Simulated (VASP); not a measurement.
# Hf (P6_3/mmc) in VASP: a series of runs

The runs below take Hf through relaxation of cell and atoms, with PBEsol.

All numbers are computed with VASP 6.6.1; they aren't measurements. Logs are shortened: lines on timing, memory, paths and dates and some standing lists are left out, and cuts for length are marked.

## 1. The crystal as given

Symmetry: P6_3/mmc, No. 194, hexagonal system. The conventional cell has a = 3.197 Å, b = 3.197 Å, c = 5.058 Å, α = 90.00°, β = 90.00°, γ = 120.00°. Hf (site symmetry -6m2) has 12 Hf at 3.13 to 3.20 Å as nearest neighbours.

## 2. Relaxation of cell and atoms, PBEsol

File INCAR:

```
SYSTEM = Hf
PREC = Accurate ; ENCUT = 520
EDIFF = 1E-7 ; ISMEAR = 0
SIGMA = 0.1 ; LREAL = .False.
LASPH = .True. ; NELM = 80
ALGO = Normal ; ISIF = 3
LWAVE = .False. ; LCHARG = .False.
GGA = PS ; IBRION = 2
NSW = 80 ; EDIFFG = -0.002
```

File KPOINTS:

```
Automatic mesh
0
Gamma
  15 15 8
  0 0 0
```

File POSCAR:

```
Hf
1.0
    3.1967000000      0.0000000000      0.0000000000
   -1.5983500000      2.7684234100      0.0000000000
    0.0000000000      0.0000000000      5.0578000000
Hf
2
Direct
    0.3333333300      0.6666666700      0.2500000000
    0.6666666700      0.3333333300      0.7500000000
```

Potentials or basis: VASP PAW PBE potentials, release 64 (Hf_pv).

Command:

```sh
> cat potpaw_PBE.64/Hf_pv/POTCAR > POTCAR
> mpirun -np 1 vasp_std > vasp.out
```

OUTCAR:

```text
SYSTEM = Hf
   PREC = Accurate
   ENCUT = 520
   EDIFF = 1E-7
   ISMEAR = 0
   LREAL = .False.
   LASPH = .True.
   NELM = 80
   ISIF = 3
   GGA = PS
   IBRION = 2
   NSW = 80
   EDIFFG = -0.002

 ion  position               nearest neighbor table
   1  0.333  0.667  0.250-   2 3.13   2 3.13   2 3.13   2 3.13   2 3.13   2 3.13
   2  0.667  0.333  0.750-   1 3.13   1 3.13   1 3.13   1 3.13   1 3.13   1 3.13

  LATTYP: Found a hexagonal cell.
 ALAT       =     3.1967000000
 C/A-ratio  =     1.5821941377

  Lattice vectors:

 A1 = (   3.1967000000,   0.0000000000,   0.0000000000)
 A2 = (  -1.5983500000,   2.7684234100,   0.0000000000)
 A3 = (   0.0000000000,   0.0000000000,   5.0578000000)

Analysis of symmetry for initial positions (statically):
=====================================================================
 Subroutine PRICEL returns:
 Original cell was already a primitive cell.

 Routine SETGRP: Setting up the symmetry group for a
 hexagonal supercell.

 Subroutine GETGRP returns: Found 24 space group operations
 (whereof 12 operations were pure point group operations)
 out of a pool of 24 trial point group operations.

The static configuration has the point symmetry D_3d.
 The point group associated with its full space group is D_6h.

Analysis of symmetry for dynamics (positions and initial velocities):
=====================================================================
 Subroutine PRICEL returns:
 Original cell was already a primitive cell.

 Routine SETGRP: Setting up the symmetry group for a
 hexagonal supercell.

 Subroutine GETGRP returns: Found 24 space group operations
 (whereof 12 operations were pure point group operations)
 out of a pool of 24 trial point group operations.

The dynamic configuration has the point symmetry D_3d.
 The point group associated with its full space group is D_6h.

 Subroutine INISYM returns: Found 24 space group operations
 (whereof 12 operations are pure point group operations),
 and found     1 'primitive' translations

----------------------------------------------------------------------------------------

                                     Primitive cell

  volume of cell :      44.7606

  direct lattice vectors                    reciprocal lattice vectors
     3.196700000  0.000000000  0.000000000     0.312822598  0.180608211  0.000000000
    -1.598350000  2.768423410  0.000000000     0.000000000  0.361216422  0.000000000
     0.000000000  0.000000000  5.057800000     0.000000000  0.000000000  0.197714421

  length of vectors
     3.196700000  3.196700001  5.057800000     0.361216423  0.361216422  0.197714421

  position of ions in fractional coordinates (direct lattice)
     0.333333330  0.666666670  0.250000000
[... 107 lines left out ...]
   LEPSILON=     F    determine dielectric tensor
   LRPA    =     F    only Hartree local field effects (RPA)
 conjugate gradient relaxation of ions
 non-spin polarized calculation
 Gauss-broadening in eV      SIGMA  =   0.10
  energy-cutoff  :      520.00
  volume of cell :       44.76
 maximum number of plane-waves:      1236
 NGX is ok and might be reduce to    24
   NGX = 11   NGY = 11   NGZ = 19

--------------------------------------- Ionic step        1  -------------------------------------------

 number of electron      20.0000004 magnetization

 Free energy of the ion-electron system (eV)
  ---------------------------------------------------
  ext. energy  EPLUGINS =         0.00000000
  ---------------------------------------------------
  free energy    TOTEN  =       -20.98803721 eV

  energy without entropy =      -20.98060148  energy(sigma->0) =      -20.98431934

------------------------ aborting loop because EDIFF is reached ----------------------------------------

  FORCE on cell =-STRESS in cart. coord.  units (eV):
  Direction    XX          YY          ZZ          XY          YZ          ZX
  --------------------------------------------------------------------------------------
  -------------------------------------------------------------------------------------
  Total       -1.1299573     -1.1299573     -1.2090377      0.0000000      0.0000000     -0.0000000
  in kB      -40.4460937    -40.4460938    -43.2767256      0.0000000      0.0000000     -0.0000000
  external PRESSURE =     -41.3896377 kB  Pullay stress =       0.0000000 kB
[... 203 lines left out ...]
--------------------------------------- Ionic step        7  -------------------------------------------

 number of electron      19.9999996 magnetization

 Free energy of the ion-electron system (eV)
  ---------------------------------------------------
  ext. energy  EPLUGINS =         0.00000000
  ---------------------------------------------------
  free energy    TOTEN  =       -21.01047407 eV

  energy without entropy =      -21.00307560  energy(sigma->0) =      -21.00677483

 E-fermi :   5.0300     XC(G=0): -11.5660

 val. band max:        5.0196825985   @ k =   0.0667   0.0667   0.1250
 cond. band min:       5.0441028628   @ k =   0.0667  -0.0000   0.5000
 fundamental gap:      0.0244202643
 Fermi energy:         5.0299588302

 k-point     1 :       0.0000    0.0000    0.0000
  band No.  band energies     occupation
      1     -25.9889      2.00000
      2     -25.1377      2.00000
      3     -25.1377      2.00000
      4     -24.9942      2.00000
      5     -24.9912      2.00000
      6     -24.9912      2.00000
      7      -2.4932      2.00000
      8       1.1922      2.00000
      9       5.8474      0.00000
     10       6.1952      0.00000
     11       6.1952      0.00000
     12       6.5073      0.00000
     13       7.0632      0.00000
     14       7.0632      0.00000
[... 377 lines left out ...]
      1     -25.7220      2.00000
      2     -25.5565      2.00000
      3     -25.5020      2.00000
      4     -25.4525      2.00000
      5     -25.3021      2.00000
      6     -25.2387      2.00000
      7       2.4096      2.00000
      8       2.7359      2.00000
      9       2.9716      2.00000
     10       3.8269      2.00000
     11       5.3964      0.00000
     12       5.7043      0.00000
     13       6.9522      0.00000
     14      10.3020      0.00000

 [... further k-points ...]

------------------------ aborting loop because EDIFF is reached ----------------------------------------

  FORCE on cell =-STRESS in cart. coord.  units (eV):
  Direction    XX          YY          ZZ          XY          YZ          ZX
  --------------------------------------------------------------------------------------
  -------------------------------------------------------------------------------------
  Total       -0.0006236     -0.0006236      0.0002737      0.0000000      0.0000000      0.0000000
  in kB       -0.0231935     -0.0231935      0.0101814      0.0000000      0.0000000      0.0000000
  external PRESSURE =      -0.0120685 kB  Pullay stress =       0.0000000 kB
[... 17 lines left out ...]
  FREE ENERGIE OF THE ION-ELECTRON SYSTEM (eV)
  ---------------------------------------------------
  free  energy   TOTEN  =       -21.0104740679 eV

  energy  without entropy=      -21.0030756000  energy(sigma->0) =      -21.00677483

 reached required accuracy - stopping structural energy minimisation
```

OSZICAR:

```text
N       E                     dE             d eps       ncg     rms          rms(c)
DAV:   1     0.464874424376E+02    0.46487E+02   -0.11792E+04  3788   0.136E+03
DAV:   2    -0.196222856417E+02   -0.66110E+02   -0.64845E+02  4668   0.269E+02
[... 56 lines left out ...]
   6 F= -.21010471E+02 E0= -.21006763E+02  d E =-.863514E-05
       N       E                     dE             d eps       ncg     rms          rms(c)
DAV:   1    -0.210104884717E+02   -0.17142E-04   -0.83978E-04  3792   0.243E-01    0.350E-02
DAV:   2    -0.210104779228E+02    0.10549E-04   -0.17558E-05  4854   0.336E-02    0.136E-02
DAV:   3    -0.210104746020E+02    0.33208E-05   -0.38513E-06  4764   0.144E-02    0.107E-02
DAV:   4    -0.210104740058E+02    0.59626E-06   -0.12479E-06  5066   0.834E-03    0.675E-03
DAV:   5    -0.210104740679E+02   -0.62095E-07   -0.96595E-08  2214   0.255E-03
   7 F= -.21010474E+02 E0= -.21006775E+02  d E =-.274385E-05
```

CONTCAR:

```text
Hf
   1.00000000000000
     3.1579605583861285   -0.0000000000000000   -0.0000000000000000
    -1.5789802791930643    2.7348740693712905   -0.0000000000000000
     0.0000000000000000    0.0000000000000000    4.9876110778552682
  Hf
     2
Direct
     0.3333333300000021    0.6666666699999979    0.2500000000000000
     0.6666666699999979    0.3333333300000021    0.7500000000000000

  0.00000000E+00  0.00000000E+00  0.00000000E+00
  0.00000000E+00  0.00000000E+00  0.00000000E+00
```

It took 87 s on 1 thread of Intel Xeon 6975P-C (Granite Rapids), shared host; peak memory 0.22 GiB.

Results:

```yaml
Free_energy: -21.0105 eV
Relaxed_volume: 21.54 Å³/atom
Relaxed_cell: a = 3.158 Å, b = 3.158 Å, c = 4.988 Å, α = 90.00°, β = 90.00°, γ = 120.00°
Space_group_after_relaxing_to_0.05_Å: P6_3/mmc (No. 194)
Energy_gained_by_relaxing: 11.2 meV/atom
Ionic_steps: 7
Pressure_after_relaxing: 0.0 GPa
Band_gap_on_the_k_mesh: none (metal or under the smearing width)
```

Step by step:
| step | energy change (eV) | largest force (eV/Å) | pressure (GPa) | volume (Å³) |
| --- | --- | --- | --- | --- |
| 1 | 0.0000 | 0.0000 | -4.14 | 44.76 |
| 2 | 0.0117 | 0.0000 | 5.80 | 41.12 |
| 3 | -0.0224 | 0.0000 | -0.04 | 43.09 |
| 4 | -0.0224 | 0.0000 | 0.05 | 43.06 |
| 5 | -0.0224 | 0.0000 | -0.05 | 43.09 |
| 6 | -0.0224 | 0.0000 | -0.02 | 43.08 |
| 7 | -0.0224 | 0.0000 | 0.00 | 43.08 |

Final structure:
```xyz
2
Lattice="3.1580 0.0000 0.0000 -1.5790 2.7349 0.0000 0.0000 0.0000 4.9876" Properties=species:S:1:pos:R:3 pbc="T T T"
Hf    0.0000    1.8232    1.2469
Hf    1.5790    0.9116    3.7407
```

Levels at points of the mesh, in eV from the Fermi level:
```
           k point  band 7  band 8  band 9  band 10  band 11  band 12  band 13  band 14
(0.00, 0.00, 0.00)   -7.52   -3.84    0.82     1.17     1.17     1.48     2.03     2.03
(0.00, 0.00, 0.50)   -5.47   -5.47    0.14     0.14     1.05     1.05     1.05     1.05
```

Caveat: the PAW data sets were made with another functional, which shifts forces and pressure a little. Spin-orbit coupling is left out, which matters for the levels of Hf.

## 3. Relaxation of cell and atoms, PBEsol

This run uses another cell than the first one, of 21.54 Å³/atom, 0.962 times its volume.

INCAR is that of step 2.

KPOINTS is that of step 2.

File POSCAR:

```
Hf                                      
1.0
    3.1579605584     -0.0000000000     -0.0000000000
   -1.5789802792      2.7348740694     -0.0000000000
    0.0000000000      0.0000000000      4.9876110779
  Hf            
     2
Direct
     0.3333333300000021    0.6666666699999979    0.2500000000000000
     0.6666666699999979    0.3333333300000021    0.7500000000000000
```

Potentials or basis: VASP PAW PBE potentials, release 64 (Hf_pv).

Command:

```sh
> cat potpaw_PBE.64/Hf_pv/POTCAR > POTCAR
> mpirun -np 1 vasp_std > vasp.out
```

OUTCAR:

```text
SYSTEM = Hf
   PREC = Accurate
   ENCUT = 520
   EDIFF = 1E-7
   ISMEAR = 0
   LREAL = .False.
   LASPH = .True.
   NELM = 80
   ISIF = 3
   GGA = PS
   IBRION = 2
   NSW = 80
   EDIFFG = -0.002

 ion  position               nearest neighbor table
   1  0.333  0.667  0.250-   2 3.09   2 3.09   2 3.09   2 3.09   2 3.09   2 3.09
   2  0.667  0.333  0.750-   1 3.09   1 3.09   1 3.09   1 3.09   1 3.09   1 3.09

  LATTYP: Found a hexagonal cell.
 ALAT       =     3.1579605584
 C/A-ratio  =     1.5793772549

  Lattice vectors:

 A1 = (   3.1579605584,   0.0000000000,   0.0000000000)
 A2 = (  -1.5789802792,   2.7348740694,   0.0000000000)
 A3 = (   0.0000000000,   0.0000000000,   4.9876110779)

Analysis of symmetry for initial positions (statically):
=====================================================================
 Subroutine PRICEL returns:
 Original cell was already a primitive cell.

 Routine SETGRP: Setting up the symmetry group for a
 hexagonal supercell.

 Subroutine GETGRP returns: Found 24 space group operations
 (whereof 12 operations were pure point group operations)
 out of a pool of 24 trial point group operations.

The static configuration has the point symmetry D_3d.
 The point group associated with its full space group is D_6h.

Analysis of symmetry for dynamics (positions and initial velocities):
=====================================================================
 Subroutine PRICEL returns:
 Original cell was already a primitive cell.

 Routine SETGRP: Setting up the symmetry group for a
 hexagonal supercell.

 Subroutine GETGRP returns: Found 24 space group operations
 (whereof 12 operations were pure point group operations)
 out of a pool of 24 trial point group operations.

The dynamic configuration has the point symmetry D_3d.
 The point group associated with its full space group is D_6h.

 Subroutine INISYM returns: Found 24 space group operations
 (whereof 12 operations are pure point group operations),
[... 127 lines left out ...]
 conjugate gradient relaxation of ions
 non-spin polarized calculation
 Gauss-broadening in eV      SIGMA  =   0.10
  energy-cutoff  :      520.00
  volume of cell :       43.08
 maximum number of plane-waves:      1182
 NGX is ok and might be reduce to    24
   NGX = 11   NGY = 11   NGZ = 19

 number of electron      19.9999996 magnetization

 Free energy of the ion-electron system (eV)
  ---------------------------------------------------
  ext. energy  EPLUGINS =         0.00000000
  ---------------------------------------------------
  free energy    TOTEN  =       -21.01022339 eV

  energy without entropy =      -21.00282472  energy(sigma->0) =      -21.00652406

 E-fermi :   5.0300     XC(G=0): -11.5660

 val. band max:        5.0196988512   @ k =   0.0667   0.0667   0.1250
 cond. band min:       5.0441118567   @ k =   0.0667   0.0000   0.5000
 fundamental gap:      0.0244130055
 Fermi energy:         5.0299679341

 k-point     1 :       0.0000    0.0000    0.0000
  band No.  band energies     occupation
      1     -25.9889      2.00000
      2     -25.1378      2.00000
      3     -25.1378      2.00000
      4     -24.9942      2.00000
      5     -24.9913      2.00000
      6     -24.9913      2.00000
      7      -2.4932      2.00000
      8       1.1922      2.00000
      9       5.8474      0.00000
     10       6.1952      0.00000
     11       6.1952      0.00000
     12       6.5073      0.00000
     13       7.0632      0.00000
     14       7.0632      0.00000
[... 377 lines left out ...]
      1     -25.7221      2.00000
      2     -25.5565      2.00000
      3     -25.5020      2.00000
      4     -25.4525      2.00000
      5     -25.3021      2.00000
      6     -25.2388      2.00000
      7       2.4096      2.00000
      8       2.7359      2.00000
      9       2.9716      2.00000
     10       3.8269      2.00000
     11       5.3964      0.00000
     12       5.7043      0.00000
     13       6.9522      0.00000
     14      10.3020      0.00000

 [... further k-points ...]

------------------------ aborting loop because EDIFF is reached ----------------------------------------

  FORCE on cell =-STRESS in cart. coord.  units (eV):
  Direction    XX          YY          ZZ          XY          YZ          ZX
  --------------------------------------------------------------------------------------
  -------------------------------------------------------------------------------------
  Total       -0.0010410     -0.0010410     -0.0007943     -0.0000000      0.0000000     -0.0000000
  in kB       -0.0387199     -0.0387199     -0.0295429     -0.0000000      0.0000000     -0.0000000
  external PRESSURE =      -0.0356609 kB  Pullay stress =       0.0000000 kB

 VOLUME and BASIS-vectors are now :
 -----------------------------------------------------------------------------
  energy-cutoff  :      520.00
  volume of cell :       43.08
      direct lattice vectors                 reciprocal lattice vectors
     3.157960558  0.000000000  0.000000000     0.316660066  0.182823774  0.000000000
    -1.578980279  2.734874069  0.000000000     0.000000000  0.365647549  0.000000000
     0.000000000  0.000000000  4.987611078     0.000000000  0.000000000  0.200496788

 POSITION                                       TOTAL-FORCE (eV/Angst)
 -----------------------------------------------------------------------------------
     -0.00000      1.82325      1.24690        -0.000000      0.000000      0.000000
      1.57898      0.91162      3.74071         0.000000     -0.000000      0.000000
 -----------------------------------------------------------------------------------
    total drift:                               -0.000002      0.000001     -0.000000

  FREE ENERGIE OF THE ION-ELECTRON SYSTEM (eV)
  ---------------------------------------------------
  free  energy   TOTEN  =       -21.0102233924 eV

  energy  without entropy=      -21.0028247250  energy(sigma->0) =      -21.00652406

 reached required accuracy - stopping structural energy minimisation
```

CONTCAR:

```text
Hf
   1.00000000000000
     3.1579605584000001    0.0000000000000000    0.0000000000000000
    -1.5789802792000001    2.7348740694000000    0.0000000000000000
     0.0000000000000000    0.0000000000000000    4.9876110778999996
  Hf
     2
Direct
     0.3333333300000021    0.6666666699999979    0.2500000000000000
     0.6666666699999979    0.3333333300000021    0.7500000000000000

  0.00000000E+00  0.00000000E+00  0.00000000E+00
  0.00000000E+00  0.00000000E+00  0.00000000E+00
```

Wall time 22 s (1 thread of Intel Xeon 6975P-C (Granite Rapids), shared host); peak memory 0.21 GiB.

What came out:

| Property | Result |
| --- | --- |
| Free energy | -21.0102 eV |
| Pressure after relaxing | 0.0 GPa |
| Band gap on the k mesh | none (metal or under the smearing width) |

Final structure:
```
CELL_PARAMETERS angstrom
3.15796 0.00000 0.00000
-1.57898 2.73487 0.00000
0.00000 0.00000 4.98761
ATOMIC_POSITIONS crystal
Hf 0.33333 0.66667 0.25000
Hf 0.66667 0.33333 0.75000
```

Caveat: the relaxation stopped at its first step, so nothing moved; the PAW data sets were made with another functional, which shifts forces and pressure a little. The run has no spin-orbit coupling, so splittings on Hf are missing.
